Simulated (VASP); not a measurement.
Crystal: LiF (Griceite).

```
Li F
1.0
     0.00000    1.99848    1.99848
     1.99848    0.00000    1.99848
     1.99848    1.99848    0.00000
Li F
1 1
Direct
  0.00000 0.00000 0.00000
  0.50000 0.50000 0.50000
```

Base run:

| Quantity | Value |
| --- | --- |
| Program | VASP 6.6.1 |
| Functional | HSE06 |
| Potentials or basis | VASP PAW PBE potentials, release 64 (Li_sv, F) |
| Cutoff | 520 eV |
| k mesh | 8 × 8 × 8 |
| Occupations | gaussian, width 0.03 eV |
| Spin | no spin polarisation |

Its results: band gap on the k mesh 11.64 eV, direct.

Q: The run is repeated on the same cell with these changes: functional from HSE06 to PBE; further incar settings from ALGO = Normal; EDIFF = 1e-07; NBANDS = 12 to ALGO = Fast; EDIFF = 1e-07; NBANDS = 12. What comes out?

A: Band gap on the k mesh 9.30 eV, direct.
